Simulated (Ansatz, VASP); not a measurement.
# One calculation of KBr, two programs

Contents of INCAR:

```
SYSTEM = KBr
ALGO = Normal
EDIFF = 1E-6
ENCUT = 520
ISIF = 2
ISMEAR = 0
LASPH = .TRUE.
LCHARG = .FALSE.
LREAL = .FALSE.
LWAVE = .FALSE.
NBANDS = 15
NELM = 60
PREC = Accurate
SIGMA = 0.01
```

The input KPOINTS:

```
k-points
0
G
  6 6 6
  0 0 0
```

Contents of POSCAR:

```
KBr
1.0
    0.0000000000      3.1716155458      3.1716155458
    3.1716155458      0.0000000000      3.1716155458
    3.1716155458      3.1716155458      0.0000000000
K Br
1 1
Direct
    0.0000000000      0.0000000000      0.0000000000
    0.5000000000      0.5000000000      0.5000000000
```

Input for Ansatz:

```yaml
crystal:
  lattice:
    - [0.0, 3.17161554576, 3.17161554576]
    - [3.17161554576, 0.0, 3.17161554576]
    - [3.17161554576, 3.17161554576, 0.0]
  atoms:
    - { symbol: K, position: [0.0, 0.0, 0.0] }
    - { symbol: Br, position: [0.5, 0.5, 0.5] }
kpoints:
  mp_grid: { grid: [6, 6, 6] }
scf:
  occupations: { method: fixed }
  convergence: { dr2_threshold: 1.0e-10 }
hamiltonian:
  xc: lda
  pseudopotentials: { kind: all_electron, lapw: { basis_error: 0.0005 } }
output:
  forces: true
  stress: true
  eigenstates:
    kpoints:
      - [0.0, 0.0, 0.0]
      - [-0.5, 0.0, -0.5]
      - [0.0, -0.5, -0.5]
      - [-0.5, -0.5, 0.0]
      - [-0.5, 0.0, 0.0]
      - [0.0, -0.5, 0.0]
      - [0.0, 0.0, -0.5]
      - [-0.5, -0.5, -0.5]
  eigenvalues: true
```

Alike in both runs: task single point; functional LDA; k mesh 6 × 6 × 6; no spin polarisation.

|  | VASP | Ansatz |
| --- | --- | --- |
| version | VASP 6.6.1 | Ansatz 0.2.0 |
| potentials or method | VASP PAW LDA potentials, release 64 (K_sv, Br) | all-electron LAPW, scalar-relativistic |
| plane-wave cutoff (eV) | 520 | see its input |
| occupations | gaussian, width 0.01 eV | fixed |

|  | VASP | Ansatz | Ansatz less VASP |
| --- | --- | --- | --- |
| gap on the k mesh at the Fermi level (eV) | 4.37 | 4.36 | -0.008 |
| pressure (GPa) | 0.4 | 0.3 | -0.10 |

Ansatz ran all-electron here, so the differences hold the error of VASP's frozen core and of both bases.

LDA gaps usually lie below the measured ones, often by a third to a half.
